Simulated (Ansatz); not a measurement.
# BP (F-43m) in Ansatz: settings compared

One crystal, BP, is run at these levels: PBEsol, PBE, LDA; tasks: elastic constants, band structure.

Everything below comes from runs of Ansatz 0.2.0. Logs are shortened: lines on timing, memory, paths and dates and some standing lists are left out, and cuts for length are marked.

## (1) The structure

The structure is cubic, space group F-43m (No. 216). Conventional cell: a = 4.538 Å, b = 4.538 Å, c = 4.538 Å, α = 90.00°, β = 90.00°, γ = 90.00°. Around P (site symmetry -43m) lie 4 B at 1.97 Å. Around B (site symmetry -43m) lie 4 P at 1.97 Å.

## (2) Elastic constants, PBEsol

Contents of input.yaml:

```yaml
crystal:
  lattice:
    - [0.0, 2.269, 2.269]
    - [2.269, 0.0, 2.269]
    - [2.269, 2.269, 0.0]
  atoms:
    - { symbol: P, position: [0.75, 0.75, 0.75] }
    - { symbol: B, position: [0.0, 0.0, 0.0] }
kpoints:
  mp_grid: { grid: [7, 7, 7] }
scf:
  occupations: { method: fermi_dirac, width: 0.05 }
hamiltonian:
  xc: pbesol
  pseudopotentials: { kind: all_electron, lapw: { basis_error: 0.001 } }
output:
  forces: true
  stress: true
elastic:
  mode: clamped_ion
  stencil: two_point
```

Potentials or basis: all-electron LAPW, scalar-relativistic.

Command:

```
$ ansatz run input.yaml --threads 1 --pin off --max-ram 3072MiB --backend cpu --events-out ev --progress --plain --runs-dir out
```

The log of the run:

```text
Warning: RAYON_NUM_THREADS=1 ignored (pool sized by the plan → 1); use --threads N
LAPW: plane waves up to 8.899 Å⁻¹, error target 1.0e-3 eV per atom; small_component_spin mean_spin; B in spheres of 0.874 Å, 5 of its electrons in bands, Dirac shells []; P in spheres of 1.032 Å, 13 of its electrons in bands, Dirac shells [] (how accurate: hamiltonian.pseudopotentials.lapw.basis_error, Limitations)
Engine: ansatz 0.2.0, aarch64-unknown-linux-gnu
Pseudopotentials: kind: all_electron
Pseudopotential: P, LAPW, valence charge 13, lapw/all_electron/scalar/gaussian/P, Koelling and Harmon's equation, gaussian nucleus
Pseudopotential: B, LAPW, valence charge 5, lapw/all_electron/scalar/gaussian/B, Koelling and Harmon's equation, gaussian nucleus
Functional definition: PBEsol
  exchange = pbesol_x
  correlation = pbesol_c
Crystal: 2 atoms, lattice volume = 23.363 Å³
Basis set: ecut = 301.70811726592063 eV, 283 PW (Γ), exchange–correlation at level 2
Bands: 13, of which v1, the nominal top of the filled ones, is band 9 counted from 1 (8 counted from 0)
Symmetry: 24 space group operations
Space group: F-43m (ITA 216), of the structure as read, at distance tolerance 2.9e-5 Å
k-points: 20 of 343 (time reversal used)
Non-local potential: P, projectors of the file, none
Non-local potential: B, projectors of the file, none
Initial density: superposition of atomic densities (chi_scale 0.1, normalization cell, long waves kept (reshape's long-wave potential 0.00 eV rms))
Initial wavefunctions: plane waves of lowest kinetic energy (no species holds an atomic orbital)
Functional: x = pbesol(κ = 0.804, μ = 0.12345679012345678), c = pbesol(β = 0.046)
iter 1 solved again at ethr=1.09e-2 eV; its pass at ethr=1.00e-1 eV (dr2=1.96e0 eV) is discarded
SCF iter   1: F=—  HF=-9967.895406 eV  |F-HF|=—  |Δ(HF+E_count)|=         —  Δρ=8.65e-2  dr2=1.96e0  ethr=1.09e-2  ⟨swp⟩=2.0  Hψ=1893  notcnv=0
preconditioner: auto → none  [insulator: Δε(μ)=1.892 eV  Ē_g=12.902 eV  σ=0.050 eV  W_gap=1.00  n_scr=8 (ndim 8)  ℏωp=21.7 eV  f_vac=0.000  D(μ)=0.00/eV (n_scr^D=0)  ε∞_Penn≈3.8]
iter 2 solved again at ethr=8.09e-4 eV; its pass at ethr=1.09e-2 eV (dr2=1.46e-1 eV) is discarded
SCF iter   2: F=—  HF=-9967.219235 eV  |F-HF|=—  |Δ(HF+E_count)|=   6.76e-1  Δρ=2.73e-2  dr2=1.46e-1  ethr=8.09e-4  ⟨swp⟩=2.0  Hψ=1351  notcnv=0
SCF iter   3: F=—  HF=-9967.175829 eV  |F-HF|=—  |Δ(HF+E_count)|=         —  Δρ=1.06e-2  dr2=1.82e-2  ethr=8.09e-4  ⟨swp⟩=2.0  Hψ=703  notcnv=0
the basis was enlarged: its passes take 113.0 KiB over the memory plan, 1 of 1 planned eigensolver slots
SCF iter   4: F=—  HF=-9967.171409 eV  |F-HF|=—  |Δ(HF+E_count)|=   4.42e-3  Δρ=1.34e-3  dr2=1.71e-4  ethr=1.01e-4  ⟨swp⟩=2.4  Hψ=718  notcnv=0
SCF iter   5: F=—  HF=-9967.171428 eV  |F-HF|=—  |Δ(HF+E_count)|=   1.86e-5  Δρ=1.35e-4  dr2=2.32e-6  ethr=9.49e-7  ⟨swp⟩=2.1  Hψ=625  notcnv=0
SCF iter   6: F=—  HF=-9967.171428 eV  |F-HF|=—  |Δ(HF+E_count)|=   9.24e-7  Δρ=1.19e-5  dr2=1.56e-8  ethr=1.29e-8  ⟨swp⟩=2.6  Hψ=649  notcnv=0
SCF iter   7: F=—  HF=-9967.171429 eV  |F-HF|=—  |Δ(HF+E_count)|=   1.76e-8  Δρ=8.43e-7  dr2=1.34e-10  ethr=8.69e-11  ⟨swp⟩=3.0  Hψ=693  notcnv=0
SCF iter   8: F=—  HF=-9967.171429 eV  |F-HF|=—  |Δ(HF+E_count)|=  1.86e-10  Δρ=5.29e-8  dr2=2.58e-13  ethr=1.26e-12 (applied; sched 1.00e-12)  ⟨swp⟩=3.0  Hψ=682  notcnv=0
SCF iter   9: F=-9967.171429 eV  HF=-9967.171429 eV  |F-HF|=1.09e-11  |Δ(HF+E_count)|=  3.64e-12  Δρ=2.05e-9  dr2=6.69e-16  ethr=1.15e-12 (applied; sched 1.00e-12)  ⟨swp⟩=2.0  Hψ=623  notcnv=0
SCF 1 converged in 9 iterations: F = -9967.171429 eV  dr2 = 6.69e-16
Crystal: 2 atoms, lattice volume = 23.317 Å³
Basis set: ecut = 302.1110664122139 eV, 283 PW (Γ), exchange–correlation at level 2
Symmetry: 8 space group operations
k-points: 40 of 343 (time reversal used)
Initial density: handed on by an earlier stage of this run
Initial wavefunctions: plane waves of lowest kinetic energy (no species holds an atomic orbital; no wavefunctions were taken with the density)
iter 1 solved again at ethr=4.90e-8 eV; its pass at ethr=1.00e-1 eV (dr2=8.83e-6 eV) is discarded
SCF iter   1: F=—  HF=-9967.171907 eV  |F-HF|=—  |Δ(HF+E_count)|=         —  Δρ=2.23e-4  dr2=1.32e-5  ethr=4.90e-8  ⟨swp⟩=5.4  Hψ=5078  notcnv=0
preconditioner: auto → none  [insulator: Δε(μ)=1.103 eV  Ē_g=12.762 eV  σ=0.050 eV  W_gap=1.00  n_scr=8 (ndim 8)  ℏωp=21.8 eV  f_vac=0.000  D(μ)=0.00/eV (n_scr^D=0)  ε∞_Penn≈3.9]
iter 2 solved again at ethr=3.87e-9 eV; its pass at ethr=4.90e-8 eV (dr2=6.96e-7 eV) is discarded
SCF iter   2: F=—  HF=-9967.171903 eV  |F-HF|=—  |Δ(HF+E_count)|=   4.04e-6  Δρ=6.47e-5  dr2=6.96e-7  ethr=3.87e-9  ⟨swp⟩=2.0  Hψ=2377  notcnv=0
SCF iter   3: F=—  HF=-9967.171903 eV  |F-HF|=—  |Δ(HF+E_count)|=   1.03e-7  Δρ=2.95e-5  dr2=1.15e-7  ethr=3.87e-9  ⟨swp⟩=2.0  Hψ=1247  notcnv=0
SCF iter   4: F=—  HF=-9967.171903 eV  |F-HF|=—  |Δ(HF+E_count)|=   2.19e-8  Δρ=5.59e-6  dr2=2.73e-9  ethr=6.40e-10  ⟨swp⟩=2.1  Hψ=1252  notcnv=0
SCF iter   5: F=—  HF=-9967.171903 eV  |F-HF|=—  |Δ(HF+E_count)|=   1.62e-9  Δρ=2.73e-7  dr2=7.91e-12  ethr=1.52e-11  ⟨swp⟩=2.2  Hψ=1258  notcnv=0
[... 28 lines left out ...]
SCF iter   7: F=—  HF=-9967.171369 eV  |F-HF|=—  |Δ(HF+E_count)|=  1.64e-11  Δρ=2.68e-8  dr2=1.08e-13  ethr=1.15e-12 (applied; sched 1.00e-12)  ⟨swp⟩=2.0  Hψ=1993  notcnv=0
SCF iter   8: F=-9967.171369 eV  HF=-9967.171369 eV  |F-HF|=1.82e-12  |Δ(HF+E_count)|=  1.82e-12  Δρ=2.66e-9  dr2=7.53e-16  ethr=1.15e-12 (applied; sched 1.00e-12)  ⟨swp⟩=2.0  Hψ=1993  notcnv=0
SCF 4 converged in 8 iterations: F = -9967.171369 eV  dr2 = 7.53e-16
iter 1 solved again at ethr=1.62e-7 eV; its pass at ethr=1.00e-1 eV (dr2=2.92e-5 eV) is discarded
SCF iter   1: F=—  HF=-9967.171380 eV  |F-HF|=—  |Δ(HF+E_count)|=         —  Δρ=3.10e-4  dr2=2.24e-5  ethr=1.62e-7  ⟨swp⟩=4.9  Hψ=7828  notcnv=0
iter 2 solved again at ethr=8.95e-9 eV; its pass at ethr=1.25e-7 eV (dr2=1.61e-6 eV) is discarded
SCF iter   2: F=—  HF=-9967.171370 eV  |F-HF|=—  |Δ(HF+E_count)|=   9.85e-6  Δρ=9.56e-5  dr2=1.60e-6  ethr=8.95e-9  ⟨swp⟩=2.0  Hψ=3776  notcnv=0
SCF iter   3: F=—  HF=-9967.171369 eV  |F-HF|=—  |Δ(HF+E_count)|=   5.81e-7  Δρ=1.53e-5  dr2=2.13e-8  ethr=8.89e-9  ⟨swp⟩=3.0  Hψ=2187  notcnv=0
SCF iter   4: F=—  HF=-9967.171369 eV  |F-HF|=—  |Δ(HF+E_count)|=   7.28e-9  Δρ=1.76e-6  dr2=3.80e-10  ethr=1.18e-10  ⟨swp⟩=2.0  Hψ=1995  notcnv=0
SCF iter   5: F=—  HF=-9967.171369 eV  |F-HF|=—  |Δ(HF+E_count)|=  3.27e-11  Δρ=3.78e-7  dr2=3.21e-11  ethr=2.11e-12  ⟨swp⟩=2.7  Hψ=2059  notcnv=0
SCF iter   6: F=—  HF=-9967.171369 eV  |F-HF|=—  |Δ(HF+E_count)|=  1.09e-11  Δρ=1.19e-7  dr2=2.43e-12  ethr=1.15e-12 (applied; sched 1.00e-12)  ⟨swp⟩=2.0  Hψ=1993  notcnv=0
SCF iter   7: F=—  HF=-9967.171369 eV  |F-HF|=—  |Δ(HF+E_count)|=  7.28e-12  Δρ=2.68e-8  dr2=1.07e-13  ethr=1.15e-12 (applied; sched 1.00e-12)  ⟨swp⟩=2.0  Hψ=1993  notcnv=0
SCF iter   8: F=-9967.171369 eV  HF=-9967.171369 eV  |F-HF|=1.82e-12  |Δ(HF+E_count)|=    0.00e0  Δρ=2.65e-9  dr2=7.55e-16  ethr=1.15e-12 (applied; sched 1.00e-12)  ⟨swp⟩=2.0  Hψ=1993  notcnv=0
SCF 5 converged in 8 iterations: F = -9967.171369 eV  dr2 = 7.55e-16
SCF converged after 9 iterations
Free energy (F): -9967.171429 eV
Harris-Foulkes:  -9967.171429 eV  (|F-HF|=1.09e-11)
Internal energy: -9967.171428 eV  (E = F + TS)
E sigma→0 (E₀):  -9967.171428 eV
Entropy (-TS):   -0.000000 eV (-0.000 meV/atom)
Fermi energy:    10.713318 eV
--- Per-component energies (eV) ---
  E_band       = -1260.983815
  E_kinetic    = 9993.664161
  E_xc         = -723.889887
  E_electrostatic = -19236.945702  (all electrons and nuclei)
  E_smearing   = -0.000000  (= −TS)
  E_closure    = 0.000000  (closes the sum)
  E_atoms      = -9953.459122  (free atoms, spherical and without spin; not in F)
  Σ components = -9967.171429   (vs F -9967.171429, Δ=0.00e0)
  Basis errors (estimates in eV, not in F): energy 6.2e-4 per atom: plane waves 5.9e-4 (3.6e-4 summed), levels above the bands 7.4e-79, relativity 8.6e-9, radial functions 3.7e-5, core shells 7.3e-14; eigenvalues (radial functions only) 1.1e-6; not estimated: angular momenta, meshes, grids; target (lapw.basis_error) 1.0e-3; muffin-tin radii B 0.874 Å, P 1.032 Å
--- Forces (eV/Å), atoms counted from 1 ---
  atom   1  P      0.00000000    -0.00000000     0.00000000
  atom   2  B     -0.00000000     0.00000000    -0.00000000
  max |Σ_I F_I| component: 9.25e-18 eV/Å
--- Stress (GPa, compression-positive) ---
       -1.964898       0.000000      -0.000000
        0.000000      -1.964898       0.000000
       -0.000000       0.000000      -1.964898
  P = ⅓ Tr σ = -1.9649 GPa (-19.649 kbar)
--- Band table (eV; the first three rows and the last of 20) ---
  k-point 0: bands = ["-161.7291", "-157.7896", "-108.5264", "-108.5264", "-108.5264", "-5.3236", "10.1634", "10.1634", "10.1634", "13.5273", "13.5273", "13.5273", "17.5105"]
  k-point 1: bands = ["-161.7291", "-157.7896", "-108.5264", "-108.5264", "-108.5264", "-4.9559", "7.8820", "9.6318", "9.6318", "14.0974", "14.2562", "14.2562", "18.4982"]
  k-point 2: bands = ["-161.7291", "-157.7896", "-108.5264", "-108.5264", "-108.5264", "-3.8872", "4.4578", "8.8767", "8.8767", "14.0667", "14.9574", "14.9574", "19.9520"]
  k-point 19: bands = ["-161.7291", "-157.7896", "-108.5265", "-108.5265", "-108.5264", "-0.4157", "2.1703", "3.9663", "5.6885", "14.1038", "16.9149", "18.1091", "18.5550"]
--- Elastic constants: 2 strain directions × 2 members + reference (group order 24) ---
  dense FFT box of the reference and of every strained cell: 20×20×20
  strains applied: 11, 23; error gains: componentwise 1.00 (the most a stress slope's error grows in a printed constant), spectral 1.73 (1 for all six strains in a standard setting)
  C = ∂σ_k/∂η_j (tension-positive GPa; Voigt order 11 22 33 23 13 12):
       336.987     74.472     74.472      0.000     -0.000     -0.000
        74.472    336.987     74.472     -0.000      0.000      0.000
        74.472     74.472    336.987     -0.000      0.000     -0.000
        -0.000      0.000     -0.000    203.318      0.000     -0.000
        -0.000     -0.000      0.000     -0.000    203.318     -0.000
         0.000     -0.000      0.000      0.000     -0.000    203.318
  reference stress σ⁰ (GPa):      1.965      1.965      1.965     -0.000      0.000      0.000
  no Pulay correction (none for the plane-wave cutoff is built on LAPW): the batch's stresses and constants are at fixed plane waves
  C* (energy form; C + prestress term) asymmetry max|C*_kj − C*_jk| = 2.842e-14 GPa — a small one proves nothing (zero by symmetry where the batch's group is 432, −43m or m−3m); a large one is finite-difference/SCF noise where every solve meets its electron count
  moduli (Voigt/Reuss/Hill, GPa): K = 161.98/161.98/161.98   G = 174.49/166.71/170.60   E = 378.81   ν = 0.110
  mechanically stable: yes (min eigenvalue of sym C = 203.32 GPa)
  where every solve meets its electron count the energy-path curvature estimates C_jj along a normal strain and C_jj − ¼(σ⁰_aa + σ⁰_bb) along a shear (ab), closely only under elastic.basis: deformed
  strain η (Voigt 11):  stress-route row diagonal C_11 = 336.99 GPa, energy-path curvature d²(F+E_count)/dδ²/Ω₀ = 336.99 GPa
         δ    σ_11 (GPa)             F (eV)   n_scf  n_hpsi   n_pw
    -2.000e-3       1.2895       -9967.1719031       7   13929    290
     2.000e-3       2.6375       -9967.1707573       7   13694    290
  strain η (Voigt 23):  stress-route row diagonal C_44 = 203.32 GPa, energy-path curvature d²(F+E_count)/dδ²/Ω₀ = 202.34 GPa
         δ    σ_23 (GPa)             F (eV)   n_scf  n_hpsi   n_pw
    -2.000e-3      -0.4066       -9967.1713695       8   24184    290
     2.000e-3       0.4066       -9967.1713695       8   24186    290
```

It took 28 s on 1 thread of Arm Neoverse V1, shared host; peak memory 0.25 GiB.

Results:

```yaml
Free_energy: -9967.1714 eV
Pressure: -2.0 GPa
Band_gap_on_the_k_mesh: 1.13 eV, indirect (least direct gap 3.36 eV)
Clamped-ion_elastic_constants_C11_C12_C44: 337, 74, 203 GPa
Voigt_bulk_modulus: 162 GPa
```

Elastic tensor in Voigt notation (GPa, ions clamped, in the Cartesian axes of the cell as first typed):
```
337  74  74   0   0   0
 74 337  74   0   0   0
 74  74 337   0   0   0
  0   0   0 203   0   0
  0   0   0   0 203   0
  0   0   0   0   0 203
```

Caveat: an odd mesh through Γ misses points on the zone boundary, where band edges often lie.

## (3) Band structure, PBEsol

Edit input.yaml of step 2 so:

```diff
@@ -9,3 +9,14 @@
 kpoints:
-  mp_grid: { grid: [7, 7, 7] }
+  mp_grid: { grid: [10, 10, 10] }
+  band_path:
+    path:
+      - [0.0, 0.0, 0.0]
+      - [0.5, 0.0, 0.5]
+      - [0.5, 0.25, 0.75]
+      - [0.375, 0.375, 0.75]
+      - [0.0, 0.0, 0.0]
+      - [0.5, 0.5, 0.5]
+      - [0.625, 0.25, 0.625]
+      - [0.5, 0.25, 0.75]
+    npoints: 10
 scf:
@@ -18,4 +29,2 @@
   stress: true
-elastic:
-  mode: clamped_ion
-  stencil: two_point
+  eigenvalues: true
```

Potentials or basis: all-electron LAPW, scalar-relativistic.

Command:

```
$ ansatz run input.yaml --threads 1 --pin off --max-ram 3072MiB --backend cpu --events-out ev --progress --plain --runs-dir out
```

Wall time 7.6 s (1 thread of Arm Neoverse V1, shared host); peak memory 0.23 GiB.

The run converged. Its results:

```yaml
Free_energy: -9967.1775 eV
Pressure: -2.0 GPa
Band_gap_on_the_k_mesh: 1.14 eV, indirect (least direct gap 3.37 eV)
Band_gap_along_the_path: 1.14 eV, indirect (least direct gap 3.37 eV)
```

Levels at the corners of the path, in eV from the valence-band top:
```csv
point,band 7,band 8,band 9,band 10,band 11,band 12
Γ,0.00,0.00,0.00,3.37,3.37,3.37
X,-8.59,-4.14,-4.14,1.23,1.52,12.04
W,-8.05,-5.73,-5.53,5.23,6.63,7.19
K,-8.16,-6.29,-3.52,2.04,5.90,9.68
Γ,0.00,0.00,0.00,3.37,3.37,3.37
L,-9.08,-1.76,-1.76,3.73,4.65,4.65
U,-8.16,-6.29,-3.52,2.04,5.90,9.68
W,-8.05,-5.73,-5.53,5.23,6.63,7.19
```

## (4) Elastic constants, PBE

Contents of input.yaml:

```yaml
crystal:
  lattice:
    - [0.0, 2.269, 2.269]
    - [2.269, 0.0, 2.269]
    - [2.269, 2.269, 0.0]
  atoms:
    - { symbol: P, position: [0.75, 0.75, 0.75] }
    - { symbol: B, position: [0.0, 0.0, 0.0] }
kpoints:
  mp_grid: { grid: [7, 7, 7] }
scf:
  occupations: { method: fermi_dirac, width: 0.05 }
hamiltonian:
  xc: pbe
  pseudopotentials: { kind: all_electron, lapw: { basis_error: 0.001 } }
output:
  forces: true
  stress: true
elastic:
  mode: clamped_ion
  stencil: two_point
```

Command:

```
$ ansatz run input.yaml --threads 1 --pin off --max-ram 3072MiB --backend cpu --events-out ev --progress --plain --runs-dir out
```

Wall time 28 s (1 thread of Arm Neoverse V1, shared host); peak memory 0.26 GiB.

The run converged. Its results:

| Property | Result |
| --- | --- |
| Free energy | -9986.0155 eV |
| Pressure | 1.1 GPa |
| Band gap on the k mesh | 1.25 eV, indirect (least direct gap 3.41 eV) |
| Clamped-ion elastic constants C11, C12, C44 | 345, 77, 206 GPa |
| Voigt bulk modulus | 166 GPa |

Levels at points of the mesh, in eV from the valence-band top:
```csv
k point,band 6,band 7,band 8,band 9,band 10,band 11,band 12,band 13
"(0.00, 0.00, 0.00)",-15.46,0.00,0.00,0.00,3.41,3.41,3.41,7.38
```

Elastic tensor in Voigt notation (GPa, ions clamped, in the Cartesian axes of the cell as first typed):
```
345  77  77   0   0   0
 77 345  77   0   0   0
 77  77 345   0   0   0
  0   0   0 206   0   0
  0   0   0   0 206   0
  0   0   0   0   0 206
```

Caveat: an odd mesh through Γ misses points on the zone boundary, where band edges often lie.

(Part 1 of 2 ends here.)
